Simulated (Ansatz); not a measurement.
**BN (P6_3/mmc), random displacements**

These are results of DFT r2SCAN, scalar-relativistic, plane waves, PAW (Ansatz 0.2.0), not measurements. Settings: plane waves to 500 eV, k-mesh 12×12×4 (Γ-centred), Gaussian smearing 0.05 eV. No spin polarisation. Energies are free energies at this smearing, counted from the undisturbed cell; pressure is positive in compression.

Zero of the scan (as given, not relaxed at this level):

```
B N
1.0
     2.50399    0.00000    0.00000
    -1.25200    2.16852    0.00000
     0.00000    0.00000    6.66120
B N
2 2
Direct
  0.33333 0.66667 0.25000
  0.66667 0.33333 0.75000
  0.33333 0.66667 0.75000
  0.66667 0.33333 0.25000
```

The cell holds layers and no dispersion correction was added, so their binding is poorly described.

After a displacement of all atoms with no net shift and a strain of the cell, the run gives ΔE = 475.5 meV/atom; stress (xx, yy, zz, yz, xz, xy; compression positive) (42.55, 7.73, 0.84, -0.71, 0.25, 11.33) GPa; gap on the mesh 2.14 eV.

```
atom Fx (eV/Å) Fy Fz
  B1     10.493   7.618   0.701
  B2     -2.111   0.264   0.898
  N3      2.116  -0.264  -0.814
  N4    -10.498  -7.617  -0.786
```

Problem. Which displacements (Å, in the unstrained cell) and strain were applied?

Solution.
| atom | ux | uy | uz |
| --- | --- | --- | --- |
| B1 | -0.09 | -0.05 | 0.06 |
| B2 | 0.05 | -0.09 | -0.11 |
| N3 | -0.01 | -0.08 | -0.04 |
| N4 | 0.04 | 0.23 | 0.09 |
Strain (Voigt, engineering shear): (-0.0047, 0.0013, 0.0019, 0.0850, 0.0527, 0.0161).

Cost: 1 run of about 0.89 core-minutes, on Intel Xeon Processor @ 2.50GHz (Skylake/Cascade Lake) (shared hosts).